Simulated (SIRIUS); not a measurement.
MnO:

```
Mn O
1.0
     0.00000    2.22391    2.22391
     2.22391    0.00000    2.22391
     2.22391    2.22391    0.00000
Mn O
1 1
Direct
  0.00000 0.00000 0.00000
  0.50000 0.50000 0.50000
```

The cell is a database's computed one.

Base run:

```yaml
Program: SIRIUS 7.10.0
Functional: revPBE
Potentials_or_basis: PseudoDojo 0.4.1 PBE standard (scalar relativistic)
Cutoff: 1307 eV
Density_cutoff: 5227 eV
k_mesh: 7 × 7 × 7
Occupations: fermi-dirac, width 0.05 eV
Spin: collinear spin, ferromagnetic start
Starting_moments: "[4.0, 0.0] μB"
```

Its results: band gap on the k mesh none (metal or under the smearing width); pressure 4.9 GPa; net moment 4.88 μB per cell.

Problem. After a change of settings the same cell gave: band gap on the k mesh none (metal or under the smearing width); pressure 3.8 GPa; net moment 4.72 μB per cell. Which change was it?
A. functional from revPBE to PBE; libxc names from ["XC_GGA_X_PBE_R", "XC_GGA_C_PBE"] to ["XC_GGA_X_PBE", "XC_GGA_C_PBE"]
B. functional from revPBE to RPBE; libxc names from ["XC_GGA_X_PBE_R", "XC_GGA_C_PBE"] to ["XC_GGA_X_RPBE", "XC_GGA_C_PBE"]
C. functional from revPBE to AM05; libxc names from ["XC_GGA_X_PBE_R", "XC_GGA_C_PBE"] to ["XC_GGA_X_AM05", "XC_GGA_C_AM05"]
D. functional from revPBE to BLYP; libxc names from ["XC_GGA_X_PBE_R", "XC_GGA_C_PBE"] to ["XC_GGA_X_B88", "XC_GGA_C_LYP"]

Solution. D.

Caveats: the potentials were made for another functional, which shifts forces and pressure; a cell with one magnetic atom can't hold antiferromagnetic order, which such compounds often take; semilocal functionals often make such compounds metallic where correlation or magnetic order opens a gap, which also shifts bond lengths.

Not every run made on this cell is shown here.
